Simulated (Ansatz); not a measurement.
# BeS (F-43m): thermal expansion from first principles

Wanted: α(T), C_P(T) and B(T) of BeS in the quasi-harmonic approximation.

What experiment has found for this phase:
- heat capacity C_P per formula unit 34.2 J/mol/K and bulk modulus 105 GPa near room temperature (given in “High-Throughput Prediction of Finite-Temperature Properties using the Quasi-Harmonic Approximation”, 2016, arXiv:1603.06924)

Program: Ansatz 0.2.0. Level of theory: DFT RPBE, scalar-relativistic, plane waves, PAW. Results are calculated unless marked as measured.

The database entry behind the starting cell differs from later determinations by our own check (0.1 to 0.3 % short, probably kX units), so it need not match the best structure at ambient conditions.

**1. Set-up**

It takes space group F-43m (No. 216, cubic). The conventional cell has a = 4.850 Å, b = 4.850 Å, c = 4.850 Å, α = 90.00°, β = 90.00°, γ = 90.00°. Nearest to Be lie 4 S at 2.10 Å. S has 4 Be at 2.10 Å nearest. Farther neighbours and most contacts between anions are not listed.

**2. A first coarse run**

Before spending time, one coarse run tells the gap and the pressure of the starting cell.

File input.yaml:

```yaml
crystal:
  lattice:
    - [0.0, 2.425, 2.425]
    - [2.425, 0.0, 2.425]
    - [2.425, 2.425, 0.0]
  atoms:
    - { symbol: Be, position: [0.0, 0.0, 0.0] }
    - { symbol: S, position: [0.25, 0.25, 0.25] }
kpoints:
  mp_grid: { grid: [6, 6, 6] }
hamiltonian:
  xc: rpbe
scf:
  occupations: { method: gaussian, width: 0.1 }
output:
  forces: true
  stress: true
  eigenvalues: true
```

The run is started by

```console
$ ansatz run input.yaml --threads 4 --pin off --max-ram 8192MiB --backend cpu --events-out ev --progress --plain --runs-dir out
```

Numbers of over 12 decimals in the logs are rounded to 6 here.

Log:

```text
Engine: ansatz 0.2.0, aarch64-unknown-linux-gnu
Pseudopotentials: kind: paw
Pseudopotential: Be, paw, valence charge 2, recommended cutoff 420 eV (normal), Be.paw.azcp
Pseudopotential: S, paw, valence charge 6, recommended cutoff 420 eV (normal), S.paw.azcp
Functional definition: RPBE
  parameter kappa = 0.804
  parameter beta = 0.066725
  exchange = rpbe_x(kappa = kappa, mu = beta*pi^2/3)
  correlation = pbe_c(beta = beta)
Crystal: 2 atoms, lattice volume = 28.521 Å³
Basis set: ecut = 420 eV, 537 PW (Γ), exchange–correlation on 48×48×48 points (8 copies of the dense FFT grid, shifted against one another)
Bands: 8, of which v1, the nominal top of the filled ones, is band 4 counted from 1 (3 counted from 0)
Symmetry: 24 space group operations
Space group: F-43m (ITA 216), of the structure as read, at distance tolerance 3.1e-5 Å
k-points: 16 of 216 (time reversal used)
Non-local potential: Be, projectors of the file, l = 0: 2, l = 1: 2, l = 2: 1
Non-local potential: S, projectors of the file, l = 0: 2, l = 1: 2, l = 2: 2
PAW form: soft (Blöchl's): semilocal exchange-correlation on the pseudo side does not see the compensation charge
PAW frozen core: Be, regenerated for the run's functional, and the local potential with it (the file was generated under x = pbe(κ = 0.804, μ = 0.219515), c = pbe(β = 0.066725))
PAW frozen core: S, regenerated for the run's functional, and the local potential with it (the file was generated under x = pbe(κ = 0.804, μ = 0.219515), c = pbe(β = 0.066725))
PAW one-centre angular grid: Be, 110 points (default); XC on 64 Gauss nodes
PAW one-centre angular grid: S, 110 points (default); XC on 64 Gauss nodes
Initial density: superposition of atomic densities (neutral atoms: chi_scale 0, normalization atom), corrected by the library's trained network
Initial wavefunctions: pseudopotential atomic-orbital guess
Functional: x = rpbe, c = pbe(β = 0.066725)
SCF iter   1: F=—  HF=-1001.293897 eV  |F-HF|=—  |Δ(HF+E_count)|=         —  Δρ=2.32e-3  dr2=1.18e-3  ethr=1.77e-3  ⟨swp⟩=5.1  Hψ=1042  notcnv=0
preconditioner: auto → none  [insulator: Δε(μ)=3.222 eV  Ē_g=12.864 eV  σ=0.100 eV  W_gap=1.00  n_scr=0 (ndim 8)  ℏωp=19.7 eV  f_vac=0.000  D(μ)=0.00/eV (n_scr^D=0)  ε∞_Penn≈3.3]
SCF iter   2: F=—  HF=-1001.293333 eV  |F-HF|=—  |Δ(HF+E_count)|=   5.64e-4  Δρ=1.14e-3  dr2=1.86e-4  ethr=1.48e-5  ⟨swp⟩=1.8  Hψ=284  notcnv=0
SCF iter   3: F=—  HF=-1001.293501 eV  |F-HF|=—  |Δ(HF+E_count)|=   1.68e-4  Δρ=4.09e-4  dr2=3.16e-5  ethr=2.32e-6  ⟨swp⟩=2.6  Hψ=188  notcnv=0
SCF iter   4: F=—  HF=-1001.293587 eV  |F-HF|=—  |Δ(HF+E_count)|=   8.56e-5  Δρ=5.22e-5  dr2=9.20e-7  ethr=3.94e-7  ⟨swp⟩=2.6  Hψ=191  notcnv=0
iter 5 did not close the SCF: its close was put off for the readings that it lacked (scf_convergence_deferred on its scf_iter line)
SCF iter   5: F=-1001.293588 eV  HF=-1001.293588 eV  |F-HF|=3.19e-8  |Δ(HF+E_count)|=   7.38e-7  Δρ=8.48e-6  dr2=1.25e-8  ethr=1.15e-8  ⟨swp⟩=2.0  Hψ=190  notcnv=0
SCF iter   6: F=-1001.293588 eV  HF=-1001.293588 eV  |F-HF|=8.84e-11  |Δ(HF+E_count)|=   3.83e-8  Δρ=4.75e-7  dr2=5.52e-11  ethr=1.56e-10  ⟨swp⟩=2.0  Hψ=433  notcnv=0
SCF 1 converged in 6 iterations: F = -1001.293588 eV  dr2 = 5.52e-11
  greatest PAW one-centre occupation: 0.855 electrons in one spin orbital (limit 2), on the S atom at site 1 (counted from 0), in its partial waves of l = 0
SCF converged after 6 iterations
Free energy (F): -1001.293588 eV
Harris-Foulkes:  -1001.293588 eV  (|F-HF|=8.84e-11)
Internal energy: -1001.293588 eV  (E = F + TS)
E sigma→0 (E₀):  -1001.293588 eV
Fermi energy:    7.034885 eV
--- Per-component energies (eV) ---
  E_band       = 2.245169
  E_kinetic    = 128.288250
  E_local      = -115.106934  (includes V_loc(G=0)·N_el)
  E_nonlocal   = 32.192729
  E_hartree    = 35.793032
  E_xc         = -117.553903
  E_vxc        = -108.754354  (∫ρ·V_xc dr)
  E_paw        = -664.043341  (= ΣΔE_a)
  E_vpaw       = -5.960623  (= ΣTr[D̂ρ^β])
  E_aug_tail   = 0.000001  (compensation charges beyond the density's cutoff)
  E_ewald      = -300.820390
  E_core_change = -0.043034  (= ΣΔE_core)
  E_smearing   = -0.000000  (= −TS)
  E_closure    = 0.000000  (closes the sum)
  Σ components = -1001.293588   (vs F -1001.293588, Δ=0.00e0)
--- Forces (eV/Å), atoms counted from 1 ---
  atom   1  Be     0.00000000    -0.00000000    -0.00000000
  atom   2  S      0.00000000    -0.00000000     0.00000000
  max |Σ_I F_I| component: 3.48e-16 eV/Å
--- Stress (GPa, compression-positive) ---
        3.958993      -0.000000      -0.000000
        0.000000       3.958993       0.000000
       -0.000000       0.000000       3.958993
  P = ⅓ Tr σ = 3.9590 GPa (39.590 kbar)
--- Band table (eV; the first three rows and the last of 16) ---
  k-point 0: bands = ["-8.2627", "5.4215", "5.4215", "5.4215", "11.1369", "11.1369", "11.1369", "11.4615"]
  k-point 1: bands = ["-7.9528", "3.5490", "5.0979", "5.0979", "11.0999", "11.6993", "11.6993", "13.3890"]
  k-point 2: bands = ["-7.1803", "0.8885", "4.5969", "4.5969", "11.0168", "12.1203", "12.1203", "15.9619"]
  k-point 15: bands = ["-6.0757", "0.8342", "2.0239", "2.2593", "10.6642", "12.1363", "15.5224", "15.9159"]
```

The job ended after 0.25 s (4 threads of Arm Neoverse V2, shared host; peak memory 0.16 GiB; 0.61 s of CPU time).

Reading the cycles: dr2 is the Hartree energy of the density residual (eV), the measure of convergence; HF is the Harris–Foulkes estimate of the energy, which meets the free energy F at convergence.

A gap read on the k-mesh alone can miss the band edges.

Numbers from this step:

* pressure: 3.959 GPa
* gap on the k-mesh: 3.227 eV
* volume per atom: 14.26 Å³

The start is under 4.0 GPa at this level and looks like an insulator or semiconductor on this mesh.

**3. Relaxation**

The vibrations must be taken about the equilibrium of this functional, not about the starting cell, so the structure is relaxed.

input.yaml, the sections that differ from step 2:

```yaml
kpoints:
  mp_grid: { grid: [8, 8, 8] }
scf:
  occupations: { method: gaussian, width: 0.02 }
relax:
  adjacent_minimum: "off"
  f_tol: 0.005
  max_steps: 80
  cell: { stress_tol: 0.05 }
# crystal, hamiltonian, output: as in step 2
```

Log:

```text
[...]
Crystal: 2 atoms, lattice volume = 28.521 Å³
Basis set: ecut = 420 eV, 537 PW (Γ), exchange–correlation on 48×48×48 points (8 copies of the dense FFT grid, shifted against one another)
Bands: 8, of which v1, the nominal top of the filled ones, is band 4 counted from 1 (3 counted from 0)
Symmetry: 24 space group operations
[...]
k-points: 29 of 512 (time reversal used)
[...]
SCF iter   1: F=—  HF=-1001.296501 eV  |F-HF|=—  |Δ(HF+E_count)|=         —  Δρ=2.29e-3  dr2=1.15e-3  ethr=1.77e-3  ⟨swp⟩=5.4  Hψ=1930  notcnv=0
[...]
SCF iter   6: F=-1001.296131 eV  HF=-1001.296131 eV  |F-HF|=1.20e-10  |Δ(HF+E_count)|=   3.28e-8  Δρ=3.91e-7  dr2=3.41e-11  ethr=1.67e-10  ⟨swp⟩=2.0  Hψ=796  notcnv=0
SCF 1 converged in 6 iterations: F = -1001.296131 eV  dr2 = 3.41e-11
[...]
relax step   1: F+E_penalty+E_count = -1001.29613142 eV  Δ(F+E_penalty+E_count) = +0.000e0 eV  max|allowed force component| = 1.561e-16 eV/Å  Δτ_max = 0.0000 Å  P = +3.921 GPa  Ω = 28.521 Å³  (6 SCF iters, dr2 threshold 1.00e-7 eV, accepted)
Crystal: 2 atoms, lattice volume = 29.199 Å³
[...]
iter 1 solved again at ethr=1.54e-5 eV; its pass at ethr=3.10e-3 eV (dr2=1.23e-3 eV) is discarded
[...]
SCF iter   5: F=-1001.307688 eV  HF=-1001.307688 eV  |F-HF|=1.10e-8  |Δ(HF+E_count)|=   1.08e-6  Δρ=3.47e-6  dr2=3.66e-9  ethr=2.50e-9  ⟨swp⟩=5.6  Hψ=1199  notcnv=0
SCF 2 converged in 5 iterations: F = -1001.307688 eV  dr2 = 3.66e-9
[...]
relax step   2: F+E_penalty+E_count = -1001.30768820 eV  Δ(F+E_penalty+E_count) = -1.156e-2 eV  max|allowed force component| = 1.156e-17 eV/Å  Δτ_max = 0.0000 Å  P = +1.615 GPa  Ω = 29.199 Å³  energy of the carried Pulay correction = -5.957e-5 eV  (5 SCF iters, dr2 threshold 2.00e-7 eV, accepted)
Crystal: 2 atoms, lattice volume = 29.693 Å³
Basis set: ecut = 420 eV, 561 PW (Γ), exchange–correlation on 48×48×48 points (8 copies of the dense FFT grid, shifted against one another)
[...]
SCF iter   5: F=-1001.310238 eV  HF=-1001.310238 eV  |F-HF|=2.83e-9  |Δ(HF+E_count)|=   6.31e-7  Δρ=2.72e-6  dr2=2.29e-9  ethr=2.50e-9  ⟨swp⟩=5.1  Hψ=1186  notcnv=0
SCF 3 converged in 5 iterations: F = -1001.310238 eV  dr2 = 2.29e-9
[...]
relax step   3: F+E_penalty+E_count = -1001.31023800 eV  Δ(F+E_penalty+E_count) = -2.550e-3 eV  max|allowed force component| = 3.701e-17 eV/Å  Δτ_max = 0.0000 Å  P = +0.086 GPa  Ω = 29.693 Å³  energy of the carried Pulay correction = -1.021e-4 eV  (5 SCF iters, dr2 threshold 2.00e-7 eV, accepted)
[...]
relax step   4: F+E_penalty+E_count = -1001.31024341 eV  Δ(F+E_penalty+E_count) = -5.412e-6 eV  max|allowed force component| = 5.204e-17 eV/Å  Δτ_max = 0.0000 Å  P = +0.002 GPa  Ω = 29.721 Å³  energy of the carried Pulay correction = -1.046e-4 eV  (3 SCF iters, dr2 threshold 1.86e-8 eV, accepted)
[...]
SCF iter   1: F=—  HF=-1001.310331 eV  |F-HF|=—  |Δ(HF+E_count)|=         —  Δρ=2.11e-5  dr2=1.88e-8  ethr=9.97e-7  ⟨swp⟩=2.3  Hψ=2548  notcnv=0
eigensolver tolerance schedule: the retry pair's looser diagonalisation over-reported the residual by 4230.13 of it (diagonalisation noise at an unbounded share of the residual, at the tolerance the schedule requests for it); recorded, not acted on — ethr = c·dr2/N_el stays at c = 1.0e-1
[...]
SCF iter   2: F=—  HF=-1001.310360 eV  |F-HF|=—  |Δ(HF+E_count)|=   2.85e-5  Δρ=1.10e-5  dr2=4.67e-9  ethr=2.36e-10  ⟨swp⟩=2.6  Hψ=387  notcnv=0
[...]
SCF iter   4: F=-1001.310360 eV  HF=-1001.310360 eV  |F-HF|=3.15e-11  |Δ(HF+E_count)|=  6.65e-10  Δρ=2.95e-7  dr2=9.71e-12  ethr=1.00e-12  ⟨swp⟩=6.0  Hψ=897  notcnv=0
SCF 5 converged in 4 iterations: F = -1001.310360 eV  dr2 = 9.71e-12
relax step   5: F+E_penalty+E_count = -1001.31035972 eV  Δ(F+E_penalty+E_count) = -1.163e-4 eV  max|allowed force component| = 1.098e-17 eV/Å  Δτ_max = 0.0000 Å  P = +0.007 GPa  Ω = 29.721 Å³  stress off target by 6.54e-3 GPa  SCF on the basis re-selected at this cell (its energy is not comparable with the rows above)  (4 SCF iters)
basis re-selected at this cell: Δ(F+E_penalty+E_count) = -1.163e-4 eV, ΔP = +0.004 GPa vs the last step (what re-selecting the basis moved, of the pressure what is left beyond the Pulay correction that the steps carried, after the strain that the cell walked since its last selection, with what the two solves' SCF thresholds leave and, on support functions, any second-order correction that the steps lacked; it is no m [...]
SCF converged after 4 iterations
Free energy (F): -1001.310360 eV
[...]
Internal energy: -1001.310360 eV  (E = F + TS)
E sigma→0 (E₀):  -1001.310360 eV
Fermi energy:    6.616645 eV
[...]
--- Stress (GPa, compression-positive) ---
        0.006536      -0.000000      -0.000000
       -0.000000       0.006536       0.000000
       -0.000000      -0.000000       0.006536
  P = ⅓ Tr σ = 0.0065 GPa (0.065 kbar)
--- Band table (eV; the first three rows and the last of 29) ---
[...]
--- Relaxed structure (4 steps of the walk, 4 accepted, 1 SCFs on fresh bases) ---
  F+E_penalty+E_count = -1001.31035972 eV   max|allowed force component| = 1.098e-17 eV/Å   (the final SCF, on the basis selected at the relaxed cell)
  cell:  # Å, volume = 29.7209 Å³
    - [0, 2.458541, 2.458541]
    - [2.458541, 0, 2.458541]
    - [2.458541, 2.458541, 0]
  atoms:
    - { symbol: Be, position: [0, 0, 0] }
    - { symbol: S, position: [0.250000, 0.250000, 0.250000] }
```

It took 1.4 s on 4 threads; peak memory 0.19 GiB.

Relaxation path:

```
step  energy less that of the first step (eV)  largest force component (eV/Å)  pressure (GPa)  volume (Å³)
   1                                   0.0000                          0.0000            3.92        28.52
   2                                  -0.0116                          0.0000            1.62        29.20
   3                                  -0.0141                          0.0000            0.09        29.69
   4                                  -0.0141                          0.0000            0.00        29.72
  5*                                  -0.0142                          0.0000            0.01        29.72
```

Relaxation steps marked * repeat the geometry before them on a plane-wave basis chosen anew for their cell, so energy and pressure can jump there.

Forces are held to the 24 operations that the run works with; a distortion that breaks them can't arise in this run.

```
conventional cell, symmetrised  before  after  change
                         a (Å)   4.850  4.917  +1.4 %
                         b (Å)   4.850  4.917  +1.4 %
                         c (Å)   4.850  4.917  +1.4 %
              volume (Å³/atom)   14.26  14.86  +4.2 %
```

Final coordinates:

```xyz
2
Lattice="0.0000 2.4585 2.4585 2.4585 0.0000 2.4585 2.4585 2.4585 0.0000" Properties=species:S:1:pos:R:3 pbc="T T T"
Be    0.0000    0.0000    0.0000
S     1.2293    1.2293    1.2293
```

This step gave:

```yaml
pressure: 0.006536 GPa
gap_on_the_k_mesh: 3.322 eV
volume_per_atom: 14.86 Å³
```

The relaxation ends with a pressure of 0.01 GPa.

**4. Relaxing to small residual forces and stress**

The relaxation is repeated with tighter thresholds on force and stress, since phonons are sensitive to what is left; a change of mesh or smearing in the input moves the cell too.

input.yaml, the sections that differ from step 3:

```yaml
crystal:
  lattice:
    - [0.0, 2.4585412168, 2.4585412168]
    - [2.4585412168, 0.0, 2.4585412168]
    - [2.4585412168, 2.4585412168, 0.0]
  atoms:
    - { symbol: Be, position: [0.0, 0.0, 0.0] }
    - { symbol: S, position: [0.25, 0.25, 0.25] }
scf:
  occupations: { method: fixed }
relax:
  adjacent_minimum: "off"
  f_tol: 0.001
  max_steps: 60
  cell: { stress_tol: 0.01 }
# kpoints, hamiltonian, output: as in step 3
```

Log:

```text
[...]
Crystal: 2 atoms, lattice volume = 29.721 Å³
Basis set: ecut = 420 eV, 561 PW (Γ), exchange–correlation on 48×48×48 points (8 copies of the dense FFT grid, shifted against one another)
Bands: 8, of which v1, the nominal top of the filled ones, is band 4 counted from 1 (3 counted from 0)
Symmetry: 24 space group operations
[...]
k-points: 29 of 512 (time reversal used)
[...]
P = ⅓ Tr σ = 0.0065 GPa (0.065 kbar)
--- Band table (eV; the first three rows and the last of 29) ---
[...]
--- Relaxed structure (1 steps of the walk, 1 accepted, 1 SCFs on fresh bases) ---
[...]
cell:  # Å, volume = 29.7209 Å³
    - [0.0, 2.4585412168, 2.4585412168]
    - [2.4585412168, 0.0, 2.4585412168]
    - [2.4585412168, 2.4585412168, 0.0]
  atoms:
    - { symbol: Be, position: [0.0, 0.0, 0.0] }
    - { symbol: S, position: [0.250000, 0.250000, 0.250000] }
[key lines of the parts left out:]
SCF converged after 6 iterations
Free energy (F): -1001.310360 eV
Fermi energy:    4.955715 eV
```

Run time: 0.64 s. Hardware: 4 threads; peak memory 0.18 GiB.

Little changed from the start: no atom moved by 0.005 Å and no cell edge by 0.1 %.

This step gave:

- pressure: 0.006546 GPa

The residual pressure is 0.0065 GPa, small enough for phonons.

(Part 1 of 2 ends here.)

[Logs are printed without paths, hosts, clocks, repeated set-up lines and the standing remarks that a program may print on its own settings, such as how far it seeks lower states.]

[Hosts, paths, dates, database ids (printed as entryN), source tags and the programs' standing remarks are cut or masked in the printed files.]

[A step with changed settings may run another functional than the one named; its input shows which.]
